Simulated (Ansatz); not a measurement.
Runs of Ansatz 0.2.0 on HgSe. Symmetry: F-43m, No. 216, cubic system. The conventional cell has a = 6.078 Å, b = 6.078 Å, c = 6.078 Å, α = 90.00°, β = 90.00°, γ = 90.00°. Hg (site symmetry -43m) has 4 Se at 2.63 Å as nearest neighbours. Around Se (site symmetry -43m) lie 4 Hg at 2.63 Å. 

| task | level | cell | k mesh | cutoff (eV) | smearing | basis error allowed | mesh quality | gap on the mesh (eV) | pressure (GPa) | relaxed volume (Å³/atom) |
| --- | --- | --- | --- | --- | --- | --- | --- | --- | --- | --- |
| band structure | RPBE | as given | 8 × 8 × 8 | 278 | fermi-dirac 0.05 eV | 0.001 eV/atom | not flagged | - | (b) | - |
| relaxation of cell and atoms | LDA | relaxed | 8 × 8 × 8 | - | fermi-dirac 0.05 eV | 0.001 eV/atom | not flagged | - | 0.0 | 27.87 |
| phonons | PBE | as given | 6 × 6 × 6 | 300 | fermi-dirac 0.05 eV | 0.001 eV/atom | coarse | none | - | - |
| single point | PBE | as given | 3 × 3 × 3 | 235 | fermi-dirac 0.04 eV | 0.004 eV/atom | coarse | none | 5.9 | - |
| elastic constants | PBE | as given | 6 × 6 × 6 | 300 | fermi-dirac 0.05 eV | 0.001 eV/atom | coarse | none | 4.8 | - |
| relaxation of cell and atoms | RPBE | relaxed | 8 × 8 × 8 | - | fermi-dirac 0.05 eV | 0.001 eV/atom | not flagged | - | 0.0 | (a) |
| single point | PBE | as given | 8 × 8 × 8 | 278 | gaussian 0.03 eV | 0.001 eV/atom | not flagged | none | 4.7 | - |

Alike in all rows: potentials or basis all-electron LAPW, scalar-relativistic; no spin polarisation.

Problem. Estimate the missing entries.

Solution. (a) 32.07; (b) 6.7.

Caveats: some runs use coarse meshes; the k mesh is thin for a metal, which can move the energy by tens of meV per atom (some runs); a metal's response needs a denser mesh (some runs); spin-orbit coupling is left out, which moves the levels of the heavy elements (some runs); the cell is more than 3 GPa from zero pressure, which shifts response properties (some runs); elastic constants of metals need much finer meshes, so these are rough (some runs); the volume moved by +14 % from the deposited cell, more than functionals usually miss (some runs).

A k mesh can miss the band edges, and the runs leave out spin-orbit coupling on Hg, Se.

A gap of «none» marks a metal or a gap under the smearing width.
